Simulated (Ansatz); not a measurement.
**AlN (P6_3mc): the host for defect calculations**

Before any defect goes in: AlN (P6_3mc) at rest, and how it screens a charge.

Calculated with Ansatz 0.2.0; plane-wave PAW DFT, PBEsol; relaxation of the host's cell and atoms; PAW set soft_1, in the first sound run; inputs show where later runs differ.

## (1) The starting structure

The structure is hexagonal, space group P6_3mc (No. 186). The conventional cell has a = 3.129 Å, b = 3.129 Å, c = 5.017 Å, α = 90.00°, β = 90.00°, γ = 120.00°. Nearest to Al lie 4 N at 1.90 to 1.91 Å. N has 4 Al at 1.90 to 1.91 Å nearest. Farther neighbours and most contacts between anions are not listed.

## (2) Host cell relaxation

Cell and atoms are relaxed together, until forces and stress fall under their thresholds.

cell/input.yaml reads:

```yaml
crystal:
  lattice:
    - [3.1285881, 0.0, 0.0]
    - [-1.5642941, 2.7094368, 0.0]
    - [0.0, 0.0, 5.016955]
  atoms:
    - { symbol: Al, position: [0.66666667, 0.33333333, 0.499287] }
    - { symbol: Al, position: [0.33333333, 0.66666667, 0.999287] }
    - { symbol: "N", position: [0.66666667, 0.33333333, 0.880713] }
    - { symbol: "N", position: [0.33333333, 0.66666667, 0.380713] }
basis:
  ecutwfc: 420
  xc_grid: 2
hamiltonian:
  xc: pbesol
  pseudopotentials: { kind: paw, azcp: { folder: soft_1 }, xc_functional: pbe }
kpoints:
  mp_grid: { grid: [10, 10, 6] }
scf:
  occupations: { method: fixed }
  max_iter: 100
relax:
  f_tol: 0.005
  max_steps: 60
  cell: {}
output:
  forces: true
  stress: true
checkpoint:
  write: "../cell.run"
  compress: false
  write_wavefunctions: false
  write_every: 100000
```

Run with:

```
$ ansatz run input.yaml --threads 32 --pin off --max-ram 84787MiB --backend cpu --events-out ev --progress --plain --runs-dir out
```

Numbers of over 12 decimals in the logs are rounded to 6 here.

What it wrote:

```text
[... repeated set-up lines and file paths are left out, and long positions are rounded to six places ...]
Engine: ansatz 0.2.0, aarch64-unknown-linux-gnu
Pseudopotentials: kind: paw
Pseudopotential: Al, paw, valence charge 3, recommended cutoff 420 eV (normal), soft_1/Al.paw.azcp
Pseudopotential: N, paw, valence charge 5, recommended cutoff 420 eV (normal), soft_1/N.paw.azcp
Functional definition: PBEsol
  exchange = pbesol_x
  correlation = pbesol_c
Crystal: 4 atoms, lattice volume = 42.527 Å³
Basis set: ecut = 420 eV, 833 PW (Γ), exchange–correlation on 48×48×72 points (8 copies of the dense FFT grid, shifted against one another)
Bands: 12, of which v1, the nominal top of the filled ones, is band 8 counted from 1 (7 counted from 0)
Symmetry: 12 space group operations
Space group: P63mc (ITA 186), of the structure as read, at distance tolerance 3.5e-5 Å
k-points: 56 of 600 (time reversal used)
Non-local potential: Al, projectors of the file, l = 0: 2, l = 1: 2, l = 2: 1
Non-local potential: N, projectors of the file, l = 0: 2, l = 1: 2, l = 2: 1
PAW form: soft (Blöchl's): semilocal exchange-correlation on the pseudo side does not see the compensation charge
PAW frozen core: Al, regenerated for the run's functional, and the local potential with it (the file was generated under x = pbe(κ = 0.804, μ = 0.219515), c = pbe(β = 0.066725))
PAW frozen core: N, regenerated for the run's functional, and the local potential with it (the file was generated under x = pbe(κ = 0.804, μ = 0.219515), c = pbe(β = 0.066725))
PAW one-centre angular grid: Al, 110 points (default); XC on 64 Gauss nodes
PAW one-centre angular grid: N, 110 points (default); XC on 64 Gauss nodes
Initial density: superposition of atomic densities (chi_scale 0.1, normalization cell, long waves kept (reshape's long-wave potential 0.00 eV rms))
Initial wavefunctions: pseudopotential atomic-orbital guess
Functional: x = pbesol(κ = 0.804, μ = 0.123457), c = pbesol(β = 0.046)
SCF iter   1: F=—  HF=-1814.557156 eV  |Δ(HF+E_count)|=         —  Δρ=1.27e-1  dr2=8.59e0  Hψ=3603
preconditioner: auto → none  [insulator: Δε(μ)=5.225 eV  Ē_g=13.993 eV  n_scr=2 (ndim 8)  ℏωp=22.8 eV  f_vac=0.000  ε∞_Penn≈3.6]
SCF iter   2: F=—  HF=-1812.338311 eV  |Δ(HF+E_count)|=    2.22e0  Δρ=7.34e-2  dr2=1.37e0  Hψ=2014
SCF iter   3: F=—  HF=-1811.945305 eV  |Δ(HF+E_count)|=   3.93e-1  Δρ=2.22e-2  dr2=1.08e-1  Hψ=1562
SCF iter   4: F=—  HF=-1811.918628 eV  |Δ(HF+E_count)|=   2.67e-2  Δρ=9.69e-4  dr2=1.78e-4  Hψ=823
SCF iter   5: F=—  HF=-1811.918549 eV  |Δ(HF+E_count)|=   7.90e-5  Δρ=2.57e-4  dr2=6.43e-6  Hψ=1088
SCF iter   6: F=—  HF=-1811.918512 eV  |Δ(HF+E_count)|=   3.74e-5  Δρ=1.77e-5  dr2=7.58e-8  Hψ=2591
SCF iter   7: F=-1811.918512 eV  HF=-1811.918512 eV  |Δ(HF+E_count)|=   6.28e-9  Δρ=2.87e-6  dr2=1.42e-9  Hψ=2434
SCF 1 converged in 7 iterations: F = -1811.918512 eV  dr2 = 1.42e-9
  greatest PAW one-centre occupation: 0.786 electrons in one spin orbital (limit 2), on the N atom at site 3 (counted from 0), in its partial waves of l = 0
relax step   1: F+E_penalty+E_count = -1811.91851187 eV  Δ(F+E_penalty+E_count) = +0.000e0 eV  max|allowed force component| = 6.017e-3 eV/Å  Δτ_max = 0.0000 Å  P = -3.168 GPa  Ω = 42.527 Å³  (7 SCF iters, dr2 threshold 1.00e-7 eV, accepted)
[... the SCF cycles and remarks between the steps are left out from here to the last step ...]
relax step   2: F+E_penalty+E_count = -1811.92433892 eV  Δ(F+E_penalty+E_count) = -5.827e-3 eV  max|allowed force component| = 6.283e-3 eV/Å  Δτ_max = 0.0007 Å  P = -1.560 GPa  Ω = 42.176 Å³  energy of the carried Pulay correction = +6.009e-4 eV  (4 SCF iters, dr2 threshold 4.00e-7 eV, accepted)
relax step   3: F+E_penalty+E_count = -1811.92652540 eV  Δ(F+E_penalty+E_count) = -2.186e-3 eV  max|allowed force component| = 2.367e-3 eV/Å  Δτ_max = 0.0006 Å  P = +0.035 GPa  Ω = 41.842 Å³  energy of the carried Pulay correction = +1.177e-3 eV  (4 SCF iters, dr2 threshold 4.00e-7 eV, accepted)
Initial wavefunctions: pseudopotential atomic-orbital guess (no wavefunctions were taken with the density)
iter 1 solved again at ethr=7.74e-9 eV; its pass at ethr=3.10e-3 eV (dr2=1.24e-6 eV) is discarded
SCF iter   1: F=—  HF=-1811.925457 eV  |Δ(HF+E_count)|=         —  Δρ=6.96e-5  dr2=3.41e-7  Hψ=5707
SCF iter   2: F=—  HF=-1811.925428 eV  |Δ(HF+E_count)|=   2.89e-5  Δρ=3.24e-5  dr2=9.34e-8  Hψ=1120
SCF iter   3: F=—  HF=-1811.925428 eV  |Δ(HF+E_count)|=   1.05e-7  Δρ=1.39e-5  dr2=1.51e-8  Hψ=1019
SCF iter   4: F=—  HF=-1811.925428 eV  |Δ(HF+E_count)|=   2.11e-8  Δρ=9.70e-7  dr2=1.02e-10  Hψ=1087
SCF iter   5: F=-1811.925428 eV  HF=-1811.925428 eV  |Δ(HF+E_count)|=  1.46e-10  Δρ=2.44e-7  dr2=5.60e-12  Hψ=2180
SCF 4 converged in 5 iterations: F = -1811.925428 eV  dr2 = 5.60e-12
relax step   4: F+E_penalty+E_count = -1811.92542838 eV  Δ(F+E_penalty+E_count) = +1.097e-3 eV  max|allowed force component| = 2.386e-3 eV/Å  Δτ_max = 0.0000 Å  P = -0.019 GPa  Ω = 41.842 Å³  stress off target by 2.16e-2 GPa  SCF on the basis re-selected at this cell (its energy is not comparable with the rows above)  (5 SCF iters)
basis re-selected at this cell: Δ(F+E_penalty+E_count) = +1.097e-3 eV, ΔP = -0.055 GPa vs the last step (what re-selecting the basis moved, of the pressure what is left beyond the Pulay correction that the steps carried, after the strain that the cell walked [...]
SCF converged after 5 iterations
Free energy (F): -1811.925428 eV
Harris-Foulkes:  -1811.925428 eV  (|F-HF|=1.09e-11)
Internal energy: -1811.925428 eV  (E = F + TS)
E sigma→0 (E₀):  -1811.925428 eV
Fermi energy:    7.033611 eV
--- Per-component energies (eV) ---
  E_band       = 28.451439
  E_kinetic    = 311.970001
  E_local      = -418.982540  (includes V_loc(G=0)·N_el)
  E_nonlocal   = 89.682410
  E_hartree    = 153.510496
  E_xc         = -195.984130
  E_vxc        = -213.006691  (∫ρ·V_xc dr)
  E_paw        = -1160.730403  (= ΣΔE_a)
  E_vpaw       = -48.234417  (= ΣTr[D̂ρ^β])
  E_aug_tail   = 0.001678  (compensation charges beyond the density's cutoff)
  E_ewald      = -591.487417
  E_core_change = 0.094476  (= ΣΔE_core)
  E_smearing   = -0.000000  (= −TS)
  E_closure    = 0.000000  (closes the sum)
  Σ components = -1811.925428   (vs F -1811.925428, Δ=0.00e0)
--- Forces (eV/Å), atoms counted from 1 ---
  atom   1  Al     0.00000000    -0.00000000    -0.00238677
  atom   2  Al     0.00000000     0.00000000    -0.00238677
  atom   3  N     -0.00000000    -0.00000000     0.00238601
  atom   4  N      0.00000000     0.00000000     0.00238601
  max |Σ_I F_I| component: 1.51e-6 eV/Å
--- Stress (GPa, compression-positive) ---
       -0.021637       0.000000      -0.000000
        0.000000      -0.021637       0.000000
       -0.000000      -0.000000      -0.015212
  P = ⅓ Tr σ = -0.0195 GPa (-0.195 kbar)
--- Relaxed structure (3 steps of the walk, 3 accepted, 1 SCFs on fresh bases) ---
  F+E_penalty+E_count = -1811.92542838 eV   max|allowed force component| = 2.386e-3 eV/Å   (the final SCF, on the basis selected at the relaxed cell)
  cell:  # Å, volume = 41.8416 Å³
    - [3.113607, 2.8729285052488465e-8, 0]
    - [-1.556804, 2.696463, 0]
    - [0, 0, 4.983677]
  atoms:
    - { symbol: Al, position: [0.666667, 0.333333, 0.499034] }
    - { symbol: Al, position: [0.333333, 0.666667, 0.999034] }
    - { symbol: N, position: [0.666667, 0.333333, 0.880966] }
    - { symbol: N, position: [0.333333, 0.666667, 0.380966] }
```

The job ended after 1.1 s (32 threads of Arm Neoverse V2, shared host; peak memory 0.16 GiB; 14 s of CPU time).

The steps of the relaxation:

| step | energy less that of the first step (eV) | largest force component (eV/Å) | pressure (GPa) | volume (Å³) |
| --- | --- | --- | --- | --- |
| 1 | 0.0000 | 0.0060 | -3.17 | 42.53 |
| 2 | -0.0058 | 0.0063 | -1.56 | 42.18 |
| 3 | -0.0080 | 0.0024 | 0.04 | 41.84 |
| 4* | -0.0069 | 0.0024 | -0.02 | 41.84 |

Relaxation steps marked * repeat the geometry before them on a plane-wave basis chosen anew for their cell, so energy and pressure can jump there.

The run keeps the 12 symmetry operations that it works with, so distortions that break them were not tested.

| conventional cell, symmetrised | before | after | change |
| --- | --- | --- | --- |
| a (Å) | 3.129 | 3.114 | -0.5 % |
| b (Å) | 3.129 | 3.114 | -0.5 % |
| c (Å) | 5.017 | 4.984 | -0.7 % |
| volume (Å³/atom) | 10.63 | 10.46 | -1.6 % |

Final coordinates:

```xyz
4
Lattice="3.1136 0.0000 0.0000 -1.5568 2.6965 0.0000 0.0000 0.0000 4.9837" Properties=species:S:1:pos:R:3 pbc="T T T"
Al    1.5568    0.8988    2.4870
Al    0.0000    1.7977    4.9788
N     1.5568    0.8988    4.3905
N     0.0000    1.7977    1.8986
```

This step gave:

```
pressure : -0.01949 GPa
```

The relaxation ends with a largest force component of 0.0024 eV/Å and a pressure of -0.02 GPa.

## (3) Dielectric tensors of the host

The response to a uniform electric field gives the electronic dielectric tensor.

This step: plane-wave PAW DFPT, PBEsol; dielectric tensors, Born charges and zone-centre modes of the host; PAW set soft_1 (Ansatz 0.2.0).

eps/input.yaml reads:

```yaml
crystal:
  lattice:
    - [3.1136072619, 2.87e-08, 0.0]
    - [-1.5568036558, 2.6964629719, 0.0]
    - [0.0, 0.0, 4.9836765999]
  atoms:
    - { symbol: Al, position: [0.6666666667, 0.3333333333, 0.4990341591] }
    - { symbol: Al, position: [0.3333333333, 0.6666666667, 0.9990341591] }
    - { symbol: "N", position: [0.6666666667, 0.3333333333, 0.8809658409] }
    - { symbol: "N", position: [0.3333333333, 0.6666666667, 0.3809658409] }
basis:
  ecutwfc: 420
hamiltonian:
  xc: pbesol
  pseudopotentials: { kind: paw, azcp: { folder: soft_1 }, xc_functional: pbe }
kpoints:
  mp_grid: { grid: [9, 9, 5] }
scf:
  occupations: { method: fixed }
  max_iter: 100
phonons:
  method: dfpt
  dielectric: true
  rigid_motions: translations
```

What it wrote:

```text
[...]
Crystal: 4 atoms, lattice volume = 41.842 Å³
Basis set: ecut = 420 eV, 809 PW (Γ), exchange–correlation on 48×48×72 points (8 copies of the dense FFT grid, shifted against one another)
Bands: 12, of which v1, the nominal top of the filled ones, is band 8 counted from 1 (7 counted from 0)
Symmetry: 12 space group operations
k-points: 115 of 405 (irreducible under 2 space group operations, time reversal used)
[...]
SCF iter   1: F=—  HF=-1814.635340 eV  |Δ(HF+E_count)|=         —  Δρ=1.30e-1  dr2=8.74e0  Hψ=7353
[...]
SCF iter   8: F=-1811.925442 eV  HF=-1811.925442 eV  |Δ(HF+E_count)|=  5.06e-10  Δρ=4.90e-7  dr2=7.36e-11  Hψ=8146
SCF 1 converged in 8 iterations: F = -1811.925442 eV  dr2 = 7.36e-11
[...]
NSCF: frozen V_eff on 6 k-points
DFPT response loops at Γ: preconditioner auto → none (the input reference at scf.mixing.eps_inf says where Resta's filter doesn't serve); β = 0.50; Broyden in place of MSR1
── the response to a field inside a basis, on 10×10×6 k-points: an SCF that follows is theirs, and a resumed run solves both again ──
Bands: 9, of which v1, the nominal top of the filled ones, is band 8 counted from 1 (7 counted from 0)
k-points: 90 of 600 (irreducible under 4 space group operations, time reversal used)
[...]
Eigensolver: Dense (90 Hₖ)
SCF iter   1: F=—  HF=-1811.925016 eV  |Δ(HF+E_count)|=         —  Δρ=2.27e-4  dr2=3.19e-6
[...]
SCF iter   4: F=-1811.925019 eV  HF=-1811.925019 eV  |Δ(HF+E_count)|=   4.26e-8  Δρ=3.50e-6  dr2=1.46e-9
SCF 1 converged in 4 iterations: F = -1811.925019 eV  dr2 = 1.46e-9
[...]
SCF converged after 8 iterations
Free energy (F): -1811.925442 eV
[...]
Internal energy: -1811.925442 eV  (E = F + TS)
E sigma→0 (E₀):  -1811.925442 eV
Fermi energy:    7.033632 eV
[...]
--- Band table (eV; the first three rows and the last of 115) ---
  k-point 0: bands = [... 4 lower, 6.1582, 6.8113, 6.8113, 7.0336, 11.1302, 13.5763, 17.5234, 18.0476]
  k-point 1: bands = [... 4 lower, 6.2173, 6.2173, 6.7454, 6.7454, 11.8098, 13.6665, 17.2838, 18.0120]
  [... further k-points left out ...]
--- Phonons (Γ-DFPT): 4 representative perturbations + reference, on 115 of 405 k-points (Σ response iterations 12) ---
  k mesh reduced under 2 symmetry operations, with k and −k counted as one. Each operation leaves every solved perturbation unchanged. A smaller set is not considered because the run solves the response to a homogeneous field
  ASR residual: 2.155e-4 → 0.000e0 eV/Å²; symmetrization residual: 1.794e-4 eV/Å²
  ASR residual per site (eV/Å²): 2.16e-4 2.16e-4 6.70e-5 6.70e-5
  Γ frequencies (cm⁻¹): 0.00 0.00 0.00 234.94 234.94 542.18 606.42 651.64 651.64 662.93 662.93 712.94
  ε∞ (high-frequency dielectric tensor):
        4.495803     0.000000    -0.000000
        0.000000     4.495803     0.000000
       -0.000000     0.000000     4.728151
  ε⁰ (static dielectric tensor: ions relaxed, cell fixed):
        8.198548     0.000000     0.000000
        0.000000     8.198548     0.000000
        0.000000     0.000000     9.741988
  ε⁰ − ε∞ (ionic part):
        3.702745     0.000000     0.000000
        0.000000     3.702745     0.000000
        0.000000     0.000000     5.013836
  softest optical mode at Γ: 234.94 cm⁻¹; the repairs (sum rule, projections) moved no ω² at Γ by more than (6.63 cm⁻¹)²
  Born effective charges Z* (e; rows j = field, columns β = displacement):
    site 0:
         2.52572    0.00000   -0.00000
         0.00000    2.52572    0.00000
         0.00000    0.00000    2.68851
    site 1:
         2.52572    0.00000   -0.00000
         0.00000    2.52572    0.00000
        -0.00000    0.00000    2.68851
    site 2:
        -2.52572   -0.00000    0.00000
        -0.00000   -2.52572    0.00000
         0.00000   -0.00000   -2.68851
    site 3:
        -2.52572   -0.00000    0.00000
        -0.00000   -2.52572   -0.00000
         0.00000    0.00000   -2.68851
  Z* charge neutrality: 8.126e-4 e pre-enforcement
  solved inside a basis spanned on kpoints, on 10×10×6 k-points, its susceptibility summed on 16×16×10: ε∞ is read to err by 1.3e-2, Z* by 1.0e-2 e (field_mesh: kpoints solves on kpoints); Z* is corrected for what the basis lacks
  optical modes at Γ without the LO–TO term, one row a degenerate level:
      ω (cm⁻¹)  modes    IR ((D/Å)²/amu)
        234.94      2             0.0000
        542.18      1             0.0000
        606.42      1            36.1714
        651.64      2             0.0000
        662.93      2            63.8474
        712.94      1             0.0000
  optical modes at Γ + LO–TO along q̂ = [1.0000, 0.0000, 0.0000]:
      ω (cm⁻¹)  modes    IR ((D/Å)²/amu)
        234.94      2             0.0000
        542.18      1             0.0000
        606.42      1            36.1714
        651.64      2             0.0000
        662.93      1            31.9237
        712.94      1             0.0000
        895.23      1            31.9237
  optical modes at Γ + LO–TO along q̂ = [0.0000, 1.0000, 0.0000]:
      ω (cm⁻¹)  modes    IR ((D/Å)²/amu)
        234.94      2             0.0000
        542.18      1             0.0000
        606.42      1            36.1714
        651.64      2             0.0000
        662.93      1            31.9237
        712.94      1             0.0000
        895.23      1            31.9237
  optical modes at Γ + LO–TO along q̂ = [0.0000, 0.0000, 1.0000]:
      ω (cm⁻¹)  modes    IR ((D/Å)²/amu)
        234.94      2             0.0000
        542.18      1             0.0000
        651.64      2             0.0000
        662.93      2            63.8474
        712.94      1             0.0000
        870.47      1            36.1714
```

Run time: 5.8 s. Hardware: 32 threads; peak memory 0.28 GiB; 1.8 min of CPU time.

Electronic dielectric tensor:

```
4.50 0.00 0.00
0.00 4.50 0.00
0.00 0.00 4.73
```

Static dielectric tensor:

```
8.20 0.00 0.00
0.00 8.20 0.00
0.00 0.00 9.74
```

The principal values of the electronic dielectric tensor are 4.50, 4.50 and 4.73. The principal values of the static dielectric tensor are 8.20, 8.20 and 9.74.

(Part 1 of 3 ends here.)

[Logs are printed without paths, hosts, clocks, repeated set-up lines and the standing remarks that a program may print on its own settings, such as how far it seeks lower states.]

[Hosts, paths, dates, database ids (printed as entryN), source tags and the programs' standing remarks are cut or masked in the printed files.]

[Runs of the host that timed out are not shown.]

[For some hosts the program warned that the k-mesh of the response run may be too coarse for force constants and the static dielectric constant; such warnings are not always shown.]
